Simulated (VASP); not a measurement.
# Bi (Im-3m) in VASP: band structure with PBEsol

Aim: the band structure of Bi with PBEsol.

Program: VASP 6.6.1. These are calculated values, not measurements. Logs are shortened: lines on timing, memory, paths and dates and some standing lists are left out, and cuts for length are marked.

## (1) Starting point

The structure is cubic, space group Im-3m (No. 229). The conventional cell has a = 3.912 Å, b = 3.912 Å, c = 3.912 Å, α = 90.00°, β = 90.00°, γ = 90.00°. Bi (site symmetry m-3m) has 8 Bi at 3.39 Å as nearest neighbours.

This isn't the form of Bi at room conditions, which is rhombohedral.

## (2) Band structure, PBEsol

The input, INCAR:

```
SYSTEM = Bi
PREC     = Accurate       ! precision mode
ENCUT    = 520            ! plane-wave cutoff, eV
EDIFF    = 1E-6           ! SCF threshold, eV
ISMEAR   = 1              ! smearing method
SIGMA    = 0.1            ! smearing width, eV
LREAL    = .FALSE.        ! projectors in reciprocal space
LASPH    = .TRUE.         ! aspherical terms in the spheres
NELM     = 80             ! most SCF steps
ALGO     = Normal         ! electronic algorithm
ISIF     = 2              ! what is computed and relaxed
LWAVE    = .FALSE.        ! write WAVECAR
LCHARG   = .FALSE.        ! write CHGCAR
GGA      = PS             ! functional
NBANDS   = 14             ! bands
ICORELEVEL= 1
```

The input, KPOINTS:

```
regular mesh
0
G
  14 14 14
  0 0 0
```

The input, POSCAR:

```
Bi                                      
1.0
   -1.9558354707      1.9558354707      1.9558354707
    1.9558354707     -1.9558354707      1.9558354707
    1.9558354707      1.9558354707     -1.9558354707
  Bi            
     1
Direct
     0.0000000000000000    0.0000000000000000    0.0000000000000000
```

The input, KPOINTS_OPT:

```
explicit points
64
Reciprocal
 0.0000000000  0.0000000000  0.0000000000 1
 0.0555555556 -0.0555555556  0.0555555556 1
 0.1111111111 -0.1111111111  0.1111111111 1
 0.1666666667 -0.1666666667  0.1666666667 1
 0.2222222222 -0.2222222222  0.2222222222 1
 0.2777777778 -0.2777777778  0.2777777778 1
 0.3333333333 -0.3333333333  0.3333333333 1
 0.3888888889 -0.3888888889  0.3888888889 1
 0.4444444444 -0.4444444444  0.4444444444 1
 0.5000000000 -0.5000000000  0.5000000000 1
 0.5000000000 -0.5000000000  0.5000000000 1
 0.4444444444 -0.4444444444  0.5000000000 1
 0.3888888889 -0.3888888889  0.5000000000 1
 0.3333333333 -0.3333333333  0.5000000000 1
 0.2777777778 -0.2777777778  0.5000000000 1
 0.2222222222 -0.2222222222  0.5000000000 1
 0.1666666667 -0.1666666667  0.5000000000 1
 0.1111111111 -0.1111111111  0.5000000000 1
 0.0555555556 -0.0555555556  0.5000000000 1
 0.0000000000  0.0000000000  0.5000000000 1
 0.0000000000  0.0000000000  0.5000000000 1
 0.0000000000  0.0000000000  0.4444444444 1
 0.0000000000  0.0000000000  0.3888888889 1
 0.0000000000  0.0000000000  0.3333333333 1
 0.0000000000  0.0000000000  0.2777777778 1
 0.0000000000  0.0000000000  0.2222222222 1
 0.0000000000  0.0000000000  0.1666666667 1
 0.0000000000  0.0000000000  0.1111111111 1
 0.0000000000  0.0000000000  0.0555555556 1
 0.0000000000  0.0000000000  0.0000000000 1
 0.0000000000  0.0000000000  0.0000000000 1
 0.0277777778  0.0277777778  0.0277777778 1
 0.0555555556  0.0555555556  0.0555555556 1
 0.0833333333  0.0833333333  0.0833333333 1
 0.1111111111  0.1111111111  0.1111111111 1
 0.1388888889  0.1388888889  0.1388888889 1
 0.1666666667  0.1666666667  0.1666666667 1
 0.1944444444  0.1944444444  0.1944444444 1
 0.2222222222  0.2222222222  0.2222222222 1
 0.2500000000  0.2500000000  0.2500000000 1
 0.2500000000  0.2500000000  0.2500000000 1
 0.2777777778  0.1666666667  0.2777777778 1
 0.3055555556  0.0833333333  0.3055555556 1
 0.3333333333  0.0000000000  0.3333333333 1
 0.3611111111 -0.0833333333  0.3611111111 1
 0.3888888889 -0.1666666667  0.3888888889 1
 0.4166666667 -0.2500000000  0.4166666667 1
 0.4444444444 -0.3333333333  0.4444444444 1
 0.4722222222 -0.4166666667  0.4722222222 1
 0.5000000000 -0.5000000000  0.5000000000 1
 0.2500000000  0.2500000000  0.2500000000 1
 0.2222222222  0.2222222222  0.2777777778 1
 0.1944444444  0.1944444444  0.3055555556 1
 0.1666666667  0.1666666667  0.3333333333 1
 0.1388888889  0.1388888889  0.3611111111 1
 0.1111111111  0.1111111111  0.3888888889 1
 0.0833333333  0.0833333333  0.4166666667 1
 0.0555555556  0.0555555556  0.4444444444 1
 0.0277777778  0.0277777778  0.4722222222 1
 0.0000000000  0.0000000000  0.5000000000 1
 0.0000000000  0.0000000000  0.0000000000 1
 0.5000000000 -0.5000000000  0.5000000000 1
 0.2500000000  0.2500000000  0.2500000000 1
 0.0000000000  0.0000000000  0.5000000000 1
```

Potentials or basis: VASP PAW PBE potentials, release 64 (Bi_d).

Launch:

```bash
$ cat potpaw_PBE.64/Bi_d/POTCAR > POTCAR
$ mpirun -np 1 vasp_std > vasp.out
```

OUTCAR:

```text
SYSTEM = Bi
   PREC = Accurate
   ENCUT = 520
   EDIFF = 1E-6
   ISMEAR = 1
   LREAL = .FALSE.
   LASPH = .TRUE.
   NELM = 80
   ISIF = 2
   GGA = PS

 ion  position               nearest neighbor table
   1  0.000  0.000  0.000-

  LATTYP: Found a body centered cubic cell.
 ALAT       =     3.9116709414

  Lattice vectors:

 A1 = (  -1.9558354707,   1.9558354707,   1.9558354707)
 A2 = (   1.9558354707,  -1.9558354707,   1.9558354707)
 A3 = (   1.9558354707,   1.9558354707,  -1.9558354707)

Analysis of symmetry for initial positions (statically):
=====================================================================
 Subroutine PRICEL returns:
 Original cell was already a primitive cell.

 Routine SETGRP: Setting up the symmetry group for a
 body centered cubic supercell.

 Subroutine GETGRP returns: Found 48 space group operations
 (whereof 48 operations were pure point group operations)
 out of a pool of 48 trial point group operations.

The static configuration has the point symmetry O_h .

Analysis of symmetry for dynamics (positions and initial velocities):
=====================================================================
 Subroutine PRICEL returns:
 Original cell was already a primitive cell.

 Routine SETGRP: Setting up the symmetry group for a
 body centered cubic supercell.

 Subroutine GETGRP returns: Found 48 space group operations
 (whereof 48 operations were pure point group operations)
 out of a pool of 48 trial point group operations.

The dynamic configuration has the point symmetry O_h .

 Subroutine INISYM returns: Found 48 space group operations
 (whereof 48 operations are pure point group operations),
 and found     1 'primitive' translations

----------------------------------------------------------------------------------------

                                     Primitive cell

  volume of cell :      29.9266

  direct lattice vectors                    reciprocal lattice vectors
    -1.955835471  1.955835471  1.955835471     0.000000000  0.255645226  0.255645226
     1.955835471 -1.955835471  1.955835471     0.255645226  0.000000000  0.255645226
     1.955835471  1.955835471 -1.955835471     0.255645226  0.255645226  0.000000000

  length of vectors
     3.387606406  3.387606406  3.387606406     0.361536945  0.361536945  0.361536945

  position of ions in fractional coordinates (direct lattice)
     0.000000000  0.000000000  0.000000000

  ion indices of the primitive-cell ions
   primitive index   ion index
                 1           1

----------------------------------------------------------------------------------------

 KPOINTS: regular mesh

Automatic generation of k-mesh.
 Grid dimensions read from file:
 generate k-points for:   14   14   14

 Generating k-lattice:

  Cartesian coordinates                     Fractional coordinates (reciprocal lattice)
     0.000000000  0.018260373  0.018260373     0.071428571  0.000000000  0.000000000
     0.018260373  0.000000000  0.018260373     0.000000000  0.071428571  0.000000000
     0.018260373  0.018260373  0.000000000     0.000000000  0.000000000  0.071428571

  Length of vectors
     0.025824068  0.025824068  0.025824068

  Shift w.r.t. Gamma in fractional coordinates (k-lattice)
     0.000000000  0.000000000  0.000000000

 Subroutine IBZKPT returns following result:
 ===========================================

 Found    104 irreducible k-points:

 Following reciprocal coordinates:
            Coordinates               Weight
  0.000000  0.000000  0.000000      1.000000
  0.071429  0.000000  0.000000     12.000000
  0.142857  0.000000  0.000000     12.000000
  0.214286  0.000000  0.000000     12.000000
  0.285714  0.000000  0.000000     12.000000
  0.357143  0.000000  0.000000     12.000000
[... 16 lines left out ...]
  0.285714  0.285714  0.000000     24.000000
  0.357143  0.285714  0.000000     24.000000
 [... further k-points ...]
   k-points           NKPTS =    104   k-points in BZ     NKDIM =    104   number of bands    NBANDS=     14
   number of dos      NEDOS =    301   number of ions     NIONS =      1
   total plane-waves  NPLWV =  21952
   dimension x,y,z NGX =    28 NGY =   28 NGZ =   28
   dimension x,y,z NGXF=    56 NGYF=   56 NGZF=   56
   ions per type =               1
   NGX,Y,Z   is equivalent  to a cutoff of  13.74, 13.74, 13.74 a.u.
   NGXF,Y,Z  is equivalent  to a cutoff of  27.48, 27.48, 27.48 a.u.
 SYSTEM =  Bi
   PREC   = accura    normal or accurate (medium, high low for compatibility)
   ISTART =      0    job   : 0-new  1-cont  2-samecut
   ICHARG =      2    charge: 1-file 2-atom 10-const
   ISPIN  =      1    spin polarized calculation?
   LNONCOLLINEAR =      F non collinear calculations
   LSORBIT =      F    spin-orbit coupling
   LASPH  =      T    aspherical Exc in radial PAW
   ENCUT  =  520.0 eV  38.22 Ry    6.18 a.u.   6.30  6.30  6.30*2*pi/ulx,y,z
   NELM   =     80;   NELMIN=  2; NELMDL= -5     # of ELM steps
   EDIFF  = 0.1E-05   stopping-criterion for ELM
   LREAL  =      F    real-space projection
   EDIFFG = 0.1E-04   stopping-criterion for IOM
   NSW    =      0    number of steps for IOM
   IBRION =     -1    ionic relax: 0-MD 1-quasi-New 2-CG
   NFREE  =      0    steps in history (QN), initial steepest desc. (CG)
   ISIF   =      2    stress and relaxation
   ISYM   =      2    0-nonsym 1-usesym 2-fastsym
   POTIM  = 0.5000    time-step for ionic-motion
   TEBEG  =    0.0;   TEEND  =   0.0 temperature during run
   PSTRESS=    0.0 pullay stress
   NELECT =      15.0000    total number of electrons
   NUPDOWN=      -1.0000    fix difference up-down
   EMIN   =  10.00;   EMAX   =-10.00  energy-range for DOS
   EFERMI =   0.00;   METHOD = LEGACY
   ISMEAR =     1;   SIGMA  =   0.10  broadening in eV -4-tet -1-fermi 0-gaus
   EFERMI_NEDOS =   21; number of points for ismear=-14 and -15
   IALGO  =     38    algorithm
   IMIX   =      4    mixing-type and parameters
     AMIX     =   0.40;   BMIX     =  1.00
     AMIX_MAG =   1.60;   BMIX_MAG =  1.00
  volume/ion in A,a.u.               =      29.93       201.95
  Fermi-wavevector in a.u.,A,eV,Ry     =   1.300428  2.457452 23.008984  1.691113
  Thomas-Fermi vector in A             =   2.431627
   LORBIT       =      0    0 simple, 1 ext, 2 COOP (PROOUT), +10 PAW based schemes
   GGA     = PS    functional components
   LHFCALC =     F    Hartree Fock is set to
   AEXX    =    0.0000 exact exchange contribution
   IVDW    =     0    specifies the selected vdW correction
   LEPSILON=     F    determine dielectric tensor
   LRPA    =     F    only Hartree local field effects (RPA)
 non-spin polarized calculation
 Methfessel and Paxton  Order N= 1 SIGMA  =   0.10
  energy-cutoff  :      520.00
  volume of cell :       29.93
 maximum number of plane-waves:       820
 NGX is ok and might be reduce to    28
   NGX = 13   NGY = 13   NGZ = 13

 number of electron      15.0000000 magnetization

 Free energy of the ion-electron system (eV)
  ---------------------------------------------------
  ext. energy  EPLUGINS =         0.00000000
  ---------------------------------------------------
  free energy    TOTEN  =        -4.21362474 eV

  energy without entropy =       -4.21302749  energy(sigma->0) =       -4.21342566

 the core state eigenenergies are
   1-  1s -90627.3913  2s -16270.1185  2p -13910.4837  3s  -3918.0664  3p  -3244.2954
       3d  -2569.2199  4s   -889.7928  4p   -669.1239  4d   -417.3614  4f   -140.1392
       5s   -145.2265  5p    -83.3162

 E-fermi :   8.1600     XC(G=0): -10.6284

 val. band max:        8.1461255443   @ k =  -0.3571   0.3571   0.2857
 cond. band min:       8.1700763472   @ k =  -0.4286   0.4286   0.2857
 fundamental gap:      0.0239508028
 Fermi energy:         8.1599861691

 k-point     1 :       0.0000    0.0000    0.0000
  band No.  band energies     occupation
      1     -14.7475      2.00000
      2     -14.7475      2.00000
      3     -14.7475      2.00000
      4     -14.5993      2.00000
      5     -14.5993      2.00000
      6      -5.5716      2.00000
      7      13.6422      0.00000
      8      13.6422      0.00000
      9      13.6422      0.00000
     10      17.8549      0.00000
     11      18.7250      0.00000
     12      18.7250      0.00000
     13      18.7250      0.00000
     14      20.1866      0.00000

 k-point     2 :       0.0714    0.0000    0.0000
  band No.  band energies     occupation
      1     -14.7498      2.00000
      2     -14.7437      2.00000
      3     -14.7358      2.00000
      4     -14.6020      2.00000
      5     -14.5998      2.00000
      6      -5.4739      2.00000
      7      12.6078      0.00000
      8      13.3320      0.00000
      9      13.5466      0.00000
     10      17.7832      0.00000
     11      18.2679      0.00000
     12      18.5800      0.00000
     13      18.6846      0.00000
     14      20.6128      0.00000
[... 224 lines left out ...]
      1     -14.7621      2.00000
      2     -14.7150      2.00000
      3     -14.6241      2.00000
      4     -14.6096      2.00000
      5     -14.5892      2.00000
      6      -3.8037      2.00000
      7       6.4080      2.00000
      8       9.4680     -0.00000
      9      11.7245      0.00000
     10      16.2558      0.00000
     11      17.5133      0.00000
     12      19.1558      0.00000
     13      21.7324      0.00000
     14      22.5961      0.00000

 k-point    17 :       0.2857    0.1429    0.0000
  band No.  band energies     occupation
      1     -14.7687      2.00000
      2     -14.7075      2.00000
      3     -14.6206      2.00000
      4     -14.6111      2.00000
      5     -14.5557      2.00000
      6      -3.0865      2.00000
      7       4.9140      2.00000
      8       8.6965     -0.00000
      9      11.3419      0.00000
     10      15.8835      0.00000
     11      18.0557      0.00000
     12      19.0090      0.00000
     13      22.3395      0.00000
     14      23.7196      0.00000

------------------------ aborting loop because EDIFF is reached ----------------------------------------

  FORCE on cell =-STRESS in cart. coord.  units (eV):
  Direction    XX          YY          ZZ          XY          YZ          ZX
  --------------------------------------------------------------------------------------
  -------------------------------------------------------------------------------------
  Total       -0.0109746     -0.0109746     -0.0109746      0.0000000      0.0000000      0.0000000
  in kB       -0.5875484     -0.5875484     -0.5875484      0.0000000      0.0000000      0.0000000
  external PRESSURE =      -0.5875484 kB  Pullay stress =       0.0000000 kB

 VOLUME and BASIS-vectors are now :
 -----------------------------------------------------------------------------
  energy-cutoff  :      520.00
  volume of cell :       29.93
      direct lattice vectors                 reciprocal lattice vectors
    -1.955835471  1.955835471  1.955835471     0.000000000  0.255645226  0.255645226
     1.955835471 -1.955835471  1.955835471     0.255645226  0.000000000  0.255645226
     1.955835471  1.955835471 -1.955835471     0.255645226  0.255645226  0.000000000

 POSITION                                       TOTAL-FORCE (eV/Angst)
 -----------------------------------------------------------------------------------
      0.00000      0.00000      0.00000         0.000000      0.000000     -0.000000
 -----------------------------------------------------------------------------------
    total drift:                               -0.000000     -0.000000     -0.000000

  FREE ENERGIE OF THE ION-ELECTRON SYSTEM (eV)
  ---------------------------------------------------
  free  energy   TOTEN  =        -4.2136247387 eV

  energy  without entropy=       -4.2130274948  energy(sigma->0) =       -4.21342566
```

Wall time 45 s (1 thread of Intel Xeon Platinum 8375C at 2.90GHz (Ice Lake), shared host); peak memory 0.2 GiB.

What came out:

```
Free energy             : -4.2136 eV
Pressure                : -0.1 GPa
Band gap along the path : none (metal or under the smearing width)
```

Levels at the corners of the path, in eV from the Fermi level:
| point | band 4 | band 5 | band 6 | band 7 | band 8 | band 9 | band 10 | band 11 |
| --- | --- | --- | --- | --- | --- | --- | --- | --- |
| Γ | -22.76 | -22.76 | -13.73 | 5.48 | 5.48 | 5.48 | 9.69 | 10.57 |
| H | -22.69 | -22.69 | -8.17 | -1.81 | -1.81 | -1.81 | 3.56 | 3.56 |
| H | -22.69 | -22.69 | -8.17 | -1.81 | -1.81 | -1.81 | 3.56 | 3.56 |
| N | -22.77 | -22.67 | -10.46 | -5.23 | 1.73 | 3.64 | 6.18 | 7.75 |
| N | -22.77 | -22.67 | -10.46 | -5.23 | 1.73 | 3.64 | 6.18 | 7.75 |
| Γ | -22.76 | -22.76 | -13.73 | 5.48 | 5.48 | 5.48 | 9.69 | 10.57 |
| Γ | -22.76 | -22.76 | -13.73 | 5.48 | 5.48 | 5.48 | 9.69 | 10.57 |
| P | -22.77 | -22.77 | -9.87 | -2.39 | -2.39 | -2.39 | 15.47 | 15.47 |
| P | -22.77 | -22.77 | -9.87 | -2.39 | -2.39 | -2.39 | 15.47 | 15.47 |
| H | -22.69 | -22.69 | -8.17 | -1.81 | -1.81 | -1.81 | 3.56 | 3.56 |
| P | -22.77 | -22.77 | -9.87 | -2.39 | -2.39 | -2.39 | 15.47 | 15.47 |
| N | -22.77 | -22.67 | -10.46 | -5.23 | 1.73 | 3.64 | 6.18 | 7.75 |

Core levels (eV, on the scale of the bands):
```tsv
atom	levels
1 Bi	1s -90627.4, 2s -16270.1, 2p -13910.5, 3s -3918.1, 3p -3244.3, 3d -2569.2, 4s -889.8, 4p -669.1, 4d -417.4, 4f -140.1, 5s -145.2, 5p -83.3
```

Caveat: the PAW data sets were made with another functional, which shifts forces and pressure a little; spin-orbit coupling is left out, which moves the levels of the heavy elements.
